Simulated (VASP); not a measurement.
## W: relaxation of cell and atoms with PBE

Crystal: W.

```xyz
1
Lattice="-1.5932 1.5932 1.5932 1.5932 -1.5932 1.5932 1.5932 1.5932 -1.5932" Properties=species:S:1:pos:R:3 pbc="T T T"
W     0.0000    0.0000    0.0000
```

| Quantity | Value |
| --- | --- |
| Program | VASP 6.6.1 |
| Task | relaxation of cell and atoms |
| Functional | PBE |
| Potentials or basis | VASP PAW PBE potentials, release 64 (W_sv) |
| Cutoff | 520 eV |
| k mesh | 12 × 12 × 12 |
| Occupations | gaussian, width 0.1 eV |
| Spin | no spin polarisation |
| Further INCAR settings | ALGO = Normal; EDIFF = 1e-07; IBRION = 2; EDIFFG = -0.002; NSW = 80; ISIF = 3 |

| Quantity | Value |
| --- | --- |
| Pressure after relaxing | 0.0 GPa |
| Band gap on the k mesh | none (metal or under the smearing width) |

Final structure:
```
W
1.0
    -1.59321    1.59321    1.59321
     1.59321   -1.59321    1.59321
     1.59321    1.59321   -1.59321
W
1
Direct
  0.00000 0.00000 0.00000
```

Levels at points of the mesh, in eV from the Fermi level:
| k point | band 5 | band 6 | band 7 | band 8 | band 9 | band 10 |
| --- | --- | --- | --- | --- | --- | --- |
| (0.00, 0.00, 0.00) | -9.42 | -1.09 | -1.09 | -1.09 | 2.32 | 2.32 |
| (0.50, 0.00, 0.00) | -6.04 | -3.37 | 0.72 | 2.20 | 3.15 | 6.07 |
| (0.50, 0.50, 0.50) | -5.57 | -5.57 | 5.12 | 5.12 | 5.12 | 8.19 |

It took 7.3 s on 1 thread of Intel(R) Xeon(R) Platinum 8488C (Sapphire Rapids), with other jobs on the host, peak memory 0.14 GiB.

Caveat: the relaxation stopped at its first step, so nothing moved. Spin-orbit coupling is left out, which matters for the levels of W.
